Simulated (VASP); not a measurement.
# SnTe (F-43m) in VASP: notebook

The runs below take SnTe through single point, with PBE.

Everything below comes from runs of VASP 6.6.1. Logs are shortened: lines on timing, memory, paths and dates and some standing lists are left out, and cuts for length are marked.

## Step 1: Starting point

It takes space group F-43m (No. 216, cubic). The conventional cell has a = 7.222 Å, b = 7.222 Å, c = 7.222 Å, α = 90.00°, β = 90.00°, γ = 90.00°. Te (site symmetry -43m) is surrounded by 4 Sn at 3.13 Å. Around Sn (site symmetry -43m) lie 4 Te at 3.13 Å.

Measurements of this composition are mostly on another form, of space group No. 225.

## Step 2: Single point, PBE, spin-orbit coupling, no magnetisation

INCAR

```
SYSTEM = SnTe
PREC = Accurate
ENCUT = 750
EDIFF = 1E-8
ISMEAR = 0
SIGMA = 0.02
LREAL = .False.
LASPH = .True.
NELM = 100
ALGO = Normal
ISIF = 2
LWAVE = .False.
LCHARG = .False.
MAGMOM = 0 0 0 0 0 0
LORBIT = 11
LSORBIT = .True.
GGA_COMPAT = .False.
GGA = PE
NBANDS = 36
```

KPOINTS

```
regular mesh
0
Gamma
  8 8 8
  0 0 0
```

POSCAR

```
SnTe
1.0
    0.0000000000      3.6111460000      3.6111460000
    3.6111460000      0.0000000000      3.6111460000
    3.6111460000      3.6111460000      0.0000000000
Te Sn
1 1
Direct
    0.2500000000      0.2500000000      0.2500000000
    0.0000000000      0.0000000000      0.0000000000
```

Potentials or basis: VASP PAW PBE potentials, release 64 (Te, Sn_d).

On the command line:

```
$ cat potpaw_PBE.64/Te/POTCAR potpaw_PBE.64/Sn_d/POTCAR > POTCAR
$ mpirun -np 1 vasp_ncl > vasp.out
```

OUTCAR:

```text
SYSTEM = SnTe
   PREC = Accurate
   ENCUT = 750
   EDIFF = 1E-8
   ISMEAR = 0
   LREAL = .False.
   LASPH = .True.
   NELM = 100
   ISIF = 2
   LORBIT = 11
   LSORBIT = .True.
   GGA = PE

 ion  position               nearest neighbor table
   1  0.250  0.250  0.250-   2 3.13   2 3.13   2 3.13   2 3.13
   2  0.000  0.000  0.000-   1 3.13   1 3.13   1 3.13   1 3.13

  LATTYP: Found a face centered cubic cell.
 ALAT       =     7.2222920000

  Lattice vectors:

 A1 = (   0.0000000000,   3.6111460000,   3.6111460000)
 A2 = (   3.6111460000,   0.0000000000,   3.6111460000)
 A3 = (   3.6111460000,   3.6111460000,   0.0000000000)

Analysis of symmetry for initial positions (statically):
=====================================================================
 Subroutine PRICEL returns:
 Original cell was already a primitive cell.

 Routine SETGRP: Setting up the symmetry group for a
 face centered cubic supercell.

 Subroutine GETGRP returns: Found 24 space group operations
 (whereof 24 operations were pure point group operations)
 out of a pool of 48 trial point group operations.

The static configuration has the point symmetry T_d .

Analysis of symmetry for dynamics (positions and initial velocities):
=====================================================================
 Subroutine PRICEL returns:
 Original cell was already a primitive cell.

 Routine SETGRP: Setting up the symmetry group for a
 face centered cubic supercell.

 Subroutine GETGRP returns: Found 24 space group operations
 (whereof 24 operations were pure point group operations)
 out of a pool of 48 trial point group operations.

The dynamic configuration has the point symmetry T_d .

Analysis of structural, dynamic, and magnetic symmetry:
=====================================================================
 Subroutine PRICEL returns:
 Original cell was already a primitive cell.

 Routine SETGRP: Setting up the symmetry group for a
 face centered cubic supercell.

 Subroutine GETGRP returns: Found 24 space group operations
 (whereof 24 operations were pure point group operations)
 out of a pool of 48 trial point group operations.

The overall configuration has the point symmetry T_d .

 Subroutine INISYM returns: Found 24 space group operations
 (whereof 24 operations are pure point group operations),
 and found     1 'primitive' translations

----------------------------------------------------------------------------------------

                                     Primitive cell

  volume of cell :      94.1814

  direct lattice vectors                    reciprocal lattice vectors
     0.000000000  3.611146000  3.611146000    -0.138460201  0.138460201  0.138460201
     3.611146000  0.000000000  3.611146000     0.138460201 -0.138460201  0.138460201
     3.611146000  3.611146000  0.000000000     0.138460201  0.138460201 -0.138460201

  length of vectors
     5.106931649  5.106931649  5.106931649     0.239820102  0.239820102  0.239820102

  position of ions in fractional coordinates (direct lattice)
     0.250000000  0.250000000  0.250000000
     0.000000000  0.000000000  0.000000000

  ion indices of the primitive-cell ions
   primitive index   ion index
                 1           1
                 2           2

----------------------------------------------------------------------------------------

 KPOINTS: regular mesh

Automatic generation of k-mesh.
 Grid dimensions read from file:
 generate k-points for:    8    8    8

 Generating k-lattice:

  Cartesian coordinates                     Fractional coordinates (reciprocal lattice)
    -0.017307525  0.017307525  0.017307525     0.125000000  0.000000000  0.000000000
     0.017307525 -0.017307525  0.017307525     0.000000000  0.125000000  0.000000000
     0.017307525  0.017307525 -0.017307525     0.000000000  0.000000000  0.125000000

  Length of vectors
     0.029977513  0.029977513  0.029977513

  Shift w.r.t. Gamma in fractional coordinates (k-lattice)
     0.000000000  0.000000000  0.000000000

 Subroutine IBZKPT returns following result:
 ===========================================

 Found     43 irreducible k-points:

 Following reciprocal coordinates:
            Coordinates               Weight
  0.000000  0.000000  0.000000      1.000000
  0.125000  0.000000  0.000000      4.000000
 -0.125000  0.000000  0.000000      4.000000
  0.250000  0.000000  0.000000      4.000000
 -0.250000  0.000000  0.000000      4.000000
  0.375000  0.000000  0.000000      4.000000
[... 16 lines left out ...]
 -0.375000 -0.250000  0.000000     12.000000
  0.500000  0.250000  0.000000     12.000000
 [... further k-points ...]
   k-points           NKPTS =     43   k-points in BZ     NKDIM =     43   number of bands    NBANDS=     36
   number of dos      NEDOS =    301   number of ions     NIONS =      2
   total plane-waves  NPLWV = 110592
   dimension x,y,z NGX =    48 NGY =   48 NGZ =   48
   dimension x,y,z NGXF=    96 NGYF=   96 NGZF=   96
   ions per type =               1   1
   NGX,Y,Z   is equivalent  to a cutoff of  15.63, 15.63, 15.63 a.u.
   NGXF,Y,Z  is equivalent  to a cutoff of  31.25, 31.25, 31.25 a.u.
 SYSTEM =  SnTe
   PREC   = accura    normal or accurate (medium, high low for compatibility)
   ISTART =      0    job   : 0-new  1-cont  2-samecut
   ICHARG =      2    charge: 1-file 2-atom 10-const
   ISPIN  =      1    spin polarized calculation?
   LNONCOLLINEAR =      T non collinear calculations
   LSORBIT =      T    spin-orbit coupling
   LASPH  =      T    aspherical Exc in radial PAW
   ENCUT  =  750.0 eV  55.12 Ry    7.42 a.u.  11.40 11.40 11.40*2*pi/ulx,y,z
   NELM   =    100;   NELMIN=  2; NELMDL= -5     # of ELM steps
   EDIFF  = 0.1E-07   stopping-criterion for ELM
   LREAL  =      F    real-space projection
   EDIFFG = 0.1E-06   stopping-criterion for IOM
   NSW    =      0    number of steps for IOM
   IBRION =     -1    ionic relax: 0-MD 1-quasi-New 2-CG
   NFREE  =      0    steps in history (QN), initial steepest desc. (CG)
   ISIF   =      2    stress and relaxation
   ISYM   =      2    0-nonsym 1-usesym 2-fastsym
   POTIM  = 0.5000    time-step for ionic-motion
   TEBEG  =    0.0;   TEEND  =   0.0 temperature during run
   PSTRESS=    0.0 pullay stress
   NELECT =      20.0000    total number of electrons
   NUPDOWN=      -1.0000    fix difference up-down
   EMIN   =  10.00;   EMAX   =-10.00  energy-range for DOS
   EFERMI =   0.00;   METHOD = LEGACY
   ISMEAR =     0;   SIGMA  =   0.02  broadening in eV -4-tet -1-fermi 0-gaus
   EFERMI_NEDOS =   21; number of points for ismear=-14 and -15
   IALGO  =     38    algorithm
   IMIX   =      4    mixing-type and parameters
     AMIX     =   0.40;   BMIX     =  1.00
     AMIX_MAG =   1.60;   BMIX_MAG =  1.00
  volume/ion in A,a.u.               =      47.09       317.78
  Fermi-wavevector in a.u.,A,eV,Ry     =   0.976704  1.845704 12.979296  0.953951
  Thomas-Fermi vector in A             =   2.107344
   LORBIT       =     11    0 simple, 1 ext, 2 COOP (PROOUT), +10 PAW based schemes
   GGA     = PE    functional components
   LHFCALC =     F    Hartree Fock is set to
   AEXX    =    0.0000 exact exchange contribution
   IVDW    =     0    specifies the selected vdW correction
   LEPSILON=     F    determine dielectric tensor
   LRPA    =     F    only Hartree local field effects (RPA)
 Gauss-broadening in eV      SIGMA  =   0.02
  energy-cutoff  :      750.00
  volume of cell :       94.18
 maximum number of plane-waves:      8954
 NGX is ok and might be reduce to    48
   NGX = 23   NGY = 23   NGZ = 23

 number of electron      20.0000001 magnetization      -0.0000000     -0.0000000     -0.0000000

 number of electron      20.0000001 magnetization       0.0000000      0.0000000      0.0000000

 number of electron      20.0000001 magnetization      -0.0000000      0.0000000     -0.0000000

 number of electron      20.0000001 magnetization       0.0000000      0.0000000     -0.0000000

 Free energy of the ion-electron system (eV)
  ---------------------------------------------------
  ext. energy  EPLUGINS =         0.00000000
  ---------------------------------------------------
  free energy    TOTEN  =        -7.22843773 eV

  energy without entropy =       -7.22842856  energy(sigma->0) =       -7.22843315

 E-fermi :   3.3264     XC(G=0):  -7.4471

 val. band max:        3.2934412316   @ k =   0.5000   0.5000   0.0000
 cond. band min:       3.3628125915   @ k =   0.3750   0.3750   0.0000
 fundamental gap:      0.0693713599
 Fermi energy:         3.3263637106

 k-point     1 :       0.0000    0.0000    0.0000
  band No.  band energies     occupation
      1     -19.2181      1.00000
      2     -19.2181      1.00000
      3     -19.2181      1.00000
      4     -19.2181      1.00000
      5     -18.1853      1.00000
      6     -18.1853      1.00000
[... 24 lines left out ...]
     31       9.6152      0.00000
     32       9.6152      0.00000
[... 774 lines left out ...]
      2     -19.2180      1.00000
      3     -19.2173      1.00000
      4     -19.2169      1.00000
      5     -18.1858      1.00000
      6     -18.1836      1.00000
[... 24 lines left out ...]
     31      10.3386      0.00000
     32      10.3547      0.00000

 [... further k-points ...]

 [bands above 32 left out]

------------------------ aborting loop because EDIFF is reached ----------------------------------------

  FORCE on cell =-STRESS in cart. coord.  units (eV):
  Direction    XX          YY          ZZ          XY          YZ          ZX
  --------------------------------------------------------------------------------------
  -------------------------------------------------------------------------------------
  Total       -0.0369088     -0.0369088     -0.0369088      0.0000000     -0.0000000      0.0000000
  in kB       -0.6278775     -0.6278775     -0.6278775      0.0000000     -0.0000000      0.0000000
  external PRESSURE =      -0.6278775 kB  Pullay stress =       0.0000000 kB

 VOLUME and BASIS-vectors are now :
 -----------------------------------------------------------------------------
  energy-cutoff  :      750.00
  volume of cell :       94.18
      direct lattice vectors                 reciprocal lattice vectors
     0.000000000  3.611146000  3.611146000    -0.138460201  0.138460201  0.138460201
     3.611146000  0.000000000  3.611146000     0.138460201 -0.138460201  0.138460201
     3.611146000  3.611146000  0.000000000     0.138460201  0.138460201 -0.138460201

 POSITION                                       TOTAL-FORCE (eV/Angst)
 -----------------------------------------------------------------------------------
      1.80557      1.80557      1.80557        -0.000000     -0.000000     -0.000000
      0.00000      0.00000      0.00000         0.000000      0.000000      0.000000
 -----------------------------------------------------------------------------------
    total drift:                                0.000000      0.000000      0.000000

  FREE ENERGIE OF THE ION-ELECTRON SYSTEM (eV)
  ---------------------------------------------------
  free  energy   TOTEN  =        -7.2284377335 eV

  energy  without entropy=       -7.2284285588  energy(sigma->0) =       -7.22843315

 Spin-Orbit-Coupling matrix elements

 Ion:    1  E_soc:     -0.2263476
 l=   1
     0.0000000    -0.0377247    -0.0377247
    -0.0377247     0.0000000    -0.0377247
    -0.0377247    -0.0377247     0.0000000
 l=   2
     0.0000000     0.0000093     0.0000000     0.0000093    -0.0000092
     0.0000093     0.0000000    -0.0000069     0.0000093    -0.0000023
     0.0000000    -0.0000069     0.0000000    -0.0000069     0.0000000
     0.0000093     0.0000093    -0.0000069     0.0000000    -0.0000023
    -0.0000092    -0.0000023     0.0000000    -0.0000023     0.0000000
 l=   3
     0.0000000     0.0000000     0.0000000     0.0000000     0.0000000     0.0000000     0.0000000
     0.0000000     0.0000000     0.0000000     0.0000000     0.0000000     0.0000000     0.0000000
     0.0000000     0.0000000     0.0000000     0.0000000     0.0000000     0.0000000     0.0000000
     0.0000000     0.0000000     0.0000000     0.0000000     0.0000000     0.0000000     0.0000000
     0.0000000     0.0000000     0.0000000     0.0000000     0.0000000     0.0000000     0.0000000
     0.0000000     0.0000000     0.0000000     0.0000000     0.0000000     0.0000000     0.0000000
     0.0000000     0.0000000     0.0000000     0.0000000     0.0000000     0.0000000     0.0000000

 Ion:    2  E_soc:     -0.1047585
 l=   1
     0.0000000    -0.0113311    -0.0113311
    -0.0113311     0.0000000    -0.0113311
    -0.0113311    -0.0113311     0.0000000
 l=   2
     0.0000000    -0.0012421     0.0000000    -0.0012421    -0.0048866
    -0.0012421     0.0000000    -0.0036649    -0.0012421    -0.0012216
     0.0000000    -0.0036649     0.0000000    -0.0036649     0.0000000
    -0.0012421    -0.0012421    -0.0036649     0.0000000    -0.0012216
    -0.0048866    -0.0012216     0.0000000    -0.0012216     0.0000000
 l=   3
     0.0000000     0.0000000     0.0000000     0.0000000     0.0000000     0.0000000     0.0000000
     0.0000000     0.0000000     0.0000000     0.0000000     0.0000000     0.0000000     0.0000000
     0.0000000     0.0000000     0.0000000     0.0000000     0.0000000     0.0000000     0.0000000
     0.0000000     0.0000000     0.0000000     0.0000000     0.0000000     0.0000000     0.0000000
     0.0000000     0.0000000     0.0000000     0.0000000     0.0000000     0.0000000     0.0000000
     0.0000000     0.0000000     0.0000000     0.0000000     0.0000000     0.0000000     0.0000000
     0.0000000     0.0000000     0.0000000     0.0000000     0.0000000     0.0000000     0.0000000

 total charge

# of ion       s       p       d       tot
------------------------------------------
    1        1.392   1.952   0.016   3.360
    2        1.398   0.701   9.957  12.056
--------------------------------------------------
tot          2.790   2.653   9.973  15.416

 magnetization (x)

# of ion       s       p       d       tot
------------------------------------------
    1        0.000   0.000   0.000   0.000
    2       -0.000  -0.000   0.000  -0.000
--------------------------------------------------
tot         -0.000   0.000   0.000   0.000

 magnetization (y)

# of ion       s       p       d       tot
------------------------------------------
    1        0.000  -0.000   0.000  -0.000
    2        0.000  -0.000   0.000  -0.000
--------------------------------------------------
tot          0.000  -0.000   0.000  -0.000

 magnetization (z)

# of ion       s       p       d       tot
------------------------------------------
    1       -0.000   0.000   0.000   0.000
    2       -0.000  -0.000   0.000  -0.000
--------------------------------------------------
tot         -0.000   0.000   0.000   0.000
```

Wall time 7.8 min (1 thread of Intel Xeon Platinum 8488C (Sapphire Rapids), shared host); peak memory 0.96 GiB.

What came out:

- Free energy: -7.2284 eV
- Pressure: -0.1 GPa
- Valence electrons inside the program's atomic spheres: Te 3.36; Sn 12.06

[end of part 1 of 3]
